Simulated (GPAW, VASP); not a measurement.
This is a calculation of TiTe for VASP 6.6.1. The cell comes from a database or a generator and needn't be the stable form of this composition.

File INCAR:

```
ALGO = Normal ; EDIFF = 1E-6
ENCUT = 520 ; ISIF = 2
ISMEAR = -1 ; LASPH = True
LCHARG = True ; LDAU = True
LDAUJ = 0 0 ; LDAUL = 2 -1
LDAUPRINT = 1 ; LDAUTYPE = 2
LDAUU = 5 0 ; LELF = True
LMAXMIX = 4 ; LMIXTAU = True
LREAL = False ; LVHAR = True
LWAVE = False ; METAGGA = R2SCAN
NELM = 100 ; PREC = Accurate
SIGMA = 0.05
```

File KPOINTS:

```
k-points
0
Gamma
  8 8 8
```

POSCAR

```
TiTe
1.0
    0.0000000000      3.0500668100      3.0500668100
    3.0500668100      0.0000000000      3.0500668100
    3.0500668100      3.0500668100      0.0000000000
Ti Te
1 1
Direct
    0.5000000000      0.5000000000      0.5000000000
    0.0000000000      0.0000000000      0.0000000000
```

Potentials or basis: VASP PAW PBE potentials, release 64 (Ti_sv, Te).

Run with:

```console
$ cat potpaw_PBE.64/Ti_sv/POTCAR potpaw_PBE.64/Te/POTCAR > POTCAR
$ mpirun -np 1 vasp_std > vasp.out
```

Question: Translate it to GPAW 26.7.0 (ASE script). Potentials or basis there: GPAW PAW data sets (gpaw-data 1.2.1), cutoff 600 eV.

Answer: As run (cutoffs and basis follow the program's own potentials, and thresholds, step limits or extra output files can differ):

File run.py:

```python
from ase.dft.bandgap import bandgap
from ase.io import read, write
from ase.units import GPa
from gpaw import GPAW, PW

atoms = read('POSCAR')

calc = GPAW(mode=PW(600),
            xc='MGGA_X_R2SCAN+MGGA_C_R2SCAN',
            kpts={'size': (8, 8, 8), 'gamma': True},
            occupations={'name': 'fermi-dirac', 'width': 0.05},
            setups={'Ti': ':d,5.0'},
            nbands=19,
            convergence={'density': 1e-05, 'energy': 1e-05},
            maxiter=150,
            txt='gpaw.txt')
atoms.calc = calc
energy = atoms.get_potential_energy()
forces = atoms.get_forces()
stress = atoms.get_stress()
calc.write('gs.gpw')
write('result.traj', atoms)
print(f'Energy: {energy:.6f} eV')
print('Forces (eV/A):')
print(forces.round(4))
print('Stress (GPa):', (stress / GPa).round(3))
print('Fermi level:', round(calc.get_fermi_level(), 4), 'eV')
print(f'Gap: {bandgap(calc)[0]:.4f} eV, direct: {bandgap(calc, direct=True)[0]:.4f} eV')
```

File POSCAR:

```
TiTe
1.0
    0.0000000000      3.0500668100      3.0500668100
    3.0500668100      0.0000000000      3.0500668100
    3.0500668100      3.0500668100      0.0000000000
Ti Te
1 1
Direct
    0.5000000000      0.5000000000      0.5000000000
    0.0000000000      0.0000000000      0.0000000000
```

Potentials or basis: GPAW PAW data sets (gpaw-data 1.2.1), pw.

The run is started by

```sh
$ OMP_NUM_THREADS=1 python run.py
```

Both were run:

|  | VASP | GPAW |
| --- | --- | --- |
| Pressure | -9.1 GPa | -9.9 GPa |

VASP's potentials were made for PBE. GPAW's potentials were made for PBE.

The two runs disagree by more than potentials and bases usually give (in gap, levels, pressure or energy); the cause wasn't traced.

How U acts hangs on each program's projectors.

Pressure is positive in compression.
